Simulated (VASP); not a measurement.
# Sn (Fd-3m) in VASP: further runs, part 2 of 2

VASP 6.6.1.

## Step 4: Phonons, PBE

This run uses another cell than the first one, of 36.85 Å³/atom, 1.055 times its volume.

The input, POSCAR:

```
Sn
1.0
   -0.0000000000      3.3276394563      3.3276394563
    3.3276394563      0.0000000000      3.3276394563
    3.3276394563      3.3276394563     -0.0000000000
  Sn
     2
Direct
     1.0000000000000000    0.0000000000000000    1.0000000000000000
     0.2500000000000000    0.2500000000000000    0.2500000000000000
```

The input, INCAR.step1:

```
SYSTEM = Sn
PREC = Accurate ; ENCUT = 600
EDIFF = 1E-8 ; ISMEAR = 0
SIGMA = 0.03 ; LREAL = .FALSE.
LASPH = .TRUE. ; NELM = 80
ALGO = Normal ; ISIF = 3
LWAVE = .FALSE. ; LCHARG = .FALSE.
GGA = PE ; IBRION = 2
NSW = 40 ; EDIFFG = -0.002
```

The input, INCAR.step2:

```
SYSTEM = Sn
PREC = Accurate ; ENCUT = 600
EDIFF = 1E-8 ; ISMEAR = 0
SIGMA = 0.03 ; LREAL = .FALSE.
LASPH = .TRUE. ; NELM = 80
ALGO = Normal ; ISIF = 2
LWAVE = .FALSE. ; LCHARG = .FALSE.
GGA = PE ; IBRION = 6
NFREE = 2 ; POTIM = 0.015
NSW = 1
```

The input, KPOINTS:

```
regular mesh
0
G
  10 10 10
  0 0 0
```

Potentials or basis: VASP PAW PBE potentials, release 64 (Sn_d).

Command:

```console
$ cat potpaw_PBE.64/Sn_d/POTCAR > POTCAR
$ cp INCAR.step1 INCAR
$ mpirun -np 1 vasp_std > vasp.out
$ cp CONTCAR POSCAR
$ cp INCAR.step2 INCAR
$ mpirun -np 1 vasp_std > vasp.out
```

OUTCAR:

```text
SYSTEM = Sn
   PREC = Accurate
   ENCUT = 600
   EDIFF = 1E-8
   ISMEAR = 0
   LREAL = .FALSE.
   LASPH = .TRUE.
   NELM = 80
   ISIF = 2
   GGA = PE
   IBRION = 6
   NFREE = 2
   POTIM = 0.015
   NSW = 1

 ion  position               nearest neighbor table
   1  0.000  0.000  0.000-   2 2.88   2 2.88   2 2.88   2 2.88
   2  0.250  0.250  0.250-   1 2.88   1 2.88   1 2.88   1 2.88

  LATTYP: Found a face centered cubic cell.
 ALAT       =     6.6552789126

  Lattice vectors:

 A1 = (   0.0000000000,   3.3276394563,   3.3276394563)
 A2 = (   3.3276394563,   0.0000000000,   3.3276394563)
 A3 = (   3.3276394563,   3.3276394563,   0.0000000000)

Analysis of symmetry for initial positions (statically):
=====================================================================
 Subroutine PRICEL returns:
 Original cell was already a primitive cell.

 Routine SETGRP: Setting up the symmetry group for a
 face centered cubic supercell.

 Subroutine GETGRP returns: Found 48 space group operations
 (whereof 24 operations were pure point group operations)
 out of a pool of 48 trial point group operations.

The static configuration has the point symmetry T_d .
 The point group associated with its full space group is O_h .

Analysis of symmetry for dynamics (positions and initial velocities):
=====================================================================
 Subroutine PRICEL returns:
 Original cell was already a primitive cell.

 Routine SETGRP: Setting up the symmetry group for a
 face centered cubic supercell.

 Subroutine GETGRP returns: Found 48 space group operations
 (whereof 24 operations were pure point group operations)
 out of a pool of 48 trial point group operations.

The dynamic configuration has the point symmetry T_d .
 The point group associated with its full space group is O_h .

 Subroutine INISYM returns: Found 48 space group operations
 (whereof 24 operations are pure point group operations),
 and found     1 'primitive' translations

----------------------------------------------------------------------------------------

                                     Primitive cell

  volume of cell :      73.6951

  direct lattice vectors                    reciprocal lattice vectors
     0.000000000  3.327639456  3.327639456    -0.150256663  0.150256663  0.150256663
     3.327639456  0.000000000  3.327639456     0.150256663 -0.150256663  0.150256663
     3.327639456  3.327639456  0.000000000     0.150256663  0.150256663 -0.150256663

  length of vectors
     4.705992850  4.705992850  4.705992850     0.260252174  0.260252174  0.260252174

  position of ions in fractional coordinates (direct lattice)
     0.000000000  0.000000000  0.000000000
     0.250000000  0.250000000  0.250000000
[... 105 lines left out ...]
   IVDW    =     0    specifies the selected vdW correction
   LEPSILON=     F    determine dielectric tensor
   LRPA    =     F    only Hartree local field effects (RPA)
 finite differences with symmetry
 non-spin polarized calculation
 Gauss-broadening in eV      SIGMA  =   0.03
  energy-cutoff  :      600.00
  volume of cell :       73.70
 maximum number of plane-waves:      2481
 NGX is ok and might be reduce to    40
   NGX = 19   NGY = 19   NGZ = 19

--------------------------------------- Ionic step        1  -------------------------------------------

 number of electron      27.9999997 magnetization

 Free energy of the ion-electron system (eV)
  ---------------------------------------------------
  ext. energy  EPLUGINS =         0.00000000
  ---------------------------------------------------
  free energy    TOTEN  =        -7.69026728 eV

  energy without entropy =       -7.68981025  energy(sigma->0) =       -7.69003877

------------------------ aborting loop because EDIFF is reached ----------------------------------------

  FORCE on cell =-STRESS in cart. coord.  units (eV):
  Direction    XX          YY          ZZ          XY          YZ          ZX
  --------------------------------------------------------------------------------------
  -------------------------------------------------------------------------------------
  Total       -0.0016104     -0.0016104     -0.0016104      0.0000000      0.0000000      0.0000000
  in kB       -0.0350122     -0.0350122     -0.0350122      0.0000000      0.0000000      0.0000000
  external PRESSURE =      -0.0350122 kB  Pullay stress =       0.0000000 kB
[... 59 lines left out ...]
--------------------------------------- Ionic step        3  -------------------------------------------

 number of electron      27.9999998 magnetization

 Free energy of the ion-electron system (eV)
  ---------------------------------------------------
  ext. energy  EPLUGINS =         0.00000000
  ---------------------------------------------------
  free energy    TOTEN  =        -7.68976002 eV

  energy without entropy =       -7.68947317  energy(sigma->0) =       -7.68961659

 E-fermi :   4.8001     XC(G=0):  -8.5496

 val. band max:        4.7702188897   @ k =   0.0000   0.1000   0.0000
 cond. band min:       4.8008715952   @ k =   0.1000   0.0000   0.0000
 fundamental gap:      0.0306527054
 Fermi energy:         4.8000551227

 k-point     1 :       0.0000    0.0000    0.0000
  band No.  band energies     occupation
      1     -16.6830      2.00000
      2     -16.6806      2.00000
      3     -16.6773      2.00000
      4     -16.6307      2.00000
      5     -16.6302      2.00000
      6     -16.3812      2.00000
[... 481 lines left out ...]
      5     -16.5306      2.00000
      6     -16.5104      2.00000
[... 10 lines left out ...]
     17      10.0592      0.00000
     18      10.5130      0.00000

 [... further k-points ...]

------------------------ aborting loop because EDIFF is reached ----------------------------------------

  FORCE on cell =-STRESS in cart. coord.  units (eV):
  Direction    XX          YY          ZZ          XY          YZ          ZX
  --------------------------------------------------------------------------------------
  -------------------------------------------------------------------------------------
  Total        0.0098426     -0.0022742     -0.0022742      0.0000000     -0.1204430      0.0000000
  in kB        0.2139840     -0.0494424     -0.0494424      0.0000000     -2.6185045      0.0000000
  external PRESSURE =       0.0383664 kB  Pullay stress =       0.0000000 kB
[... 17 lines left out ...]
  FREE ENERGIE OF THE ION-ELECTRON SYSTEM (eV)
  ---------------------------------------------------
  free  energy   TOTEN  =        -7.6897600180 eV

  energy  without entropy=       -7.6894731715  energy(sigma->0) =       -7.68961659

 INTERNAL STRAIN TENSORS FROM DISPLACED ATOMS
 ============================================

 INTERNAL STRAIN TENSOR FOR ION    1 for displacements in x,y,z  (eV/Angst):
          X           Y           Z          XY          YZ          ZX
  --------------------------------------------------------------------------------
  x     0.00000     0.00000     0.00000     0.00000     8.03141     0.00000
  y     0.00000     0.00000     0.00000     0.00000     0.00000     8.03141
  z     0.00000     0.00000     0.00000     8.03141     0.00000     0.00000

 INTERNAL STRAIN TENSOR FOR ION    2 for displacements in x,y,z  (eV/Angst):
          X           Y           Z          XY          YZ          ZX
  --------------------------------------------------------------------------------
  x    -0.00000     0.00000     0.00000     0.00000    -8.03141     0.00000
  y     0.00000    -0.00000     0.00000     0.00000     0.00000    -8.03141
  z     0.00000     0.00000    -0.00000    -8.03141     0.00000     0.00000

 Eigenvectors and eigenvalues of the dynamical matrix
 ----------------------------------------------------

   1 f  =    4.472305 THz    28.100319 2PiTHz  149.180026 cm-1    18.495958 meV
             X         Y         Z           dx          dy          dz
      0.000000  0.000000  0.000000     0.000000   -0.707107    0.000000
      1.663820  1.663820  1.663820     0.000000    0.707107    0.000000
[... 21 lines left out ...]
   6 f  =    0.000000 THz     0.000000 2PiTHz    0.000000 cm-1     0.000000 meV
             X         Y         Z           dx          dy          dz
      0.000000  0.000000  0.000000     0.000000    0.000000    0.707107
      1.663820  1.663820  1.663820     0.000000    0.000000    0.707107

 ELASTIC MODULI CONTR FROM IONIC RELAXATION (kBar)
 Direction    XX          YY          ZZ          XY          YZ          ZX
 --------------------------------------------------------------------------------
 XX          -0.0000      0.0000      0.0000      0.0000     -0.0000      0.0000
 YY           0.0000     -0.0000      0.0000      0.0000      0.0000     -0.0000
 ZZ           0.0000      0.0000     -0.0000     -0.0000      0.0000      0.0000
 XY           0.0000      0.0000     -0.0000   -288.6935      0.0000      0.0000
 YZ          -0.0000      0.0000      0.0000      0.0000   -288.6935      0.0000
 ZX           0.0000     -0.0000      0.0000      0.0000      0.0000   -288.6935
 --------------------------------------------------------------------------------
```

Run time: 3.8 min. Hardware: 1 thread of Intel Xeon 6975P-C (Granite Rapids), shared host; peak memory 0.53 GiB.

What came out:

* Highest phonon frequency at Γ: 149 cm⁻¹

Phonon frequencies in cm⁻¹ (negative: imaginary):
```
              q point        frequencies
(0.000, 0.000, 0.000)  0 0 0 149 149 149
```
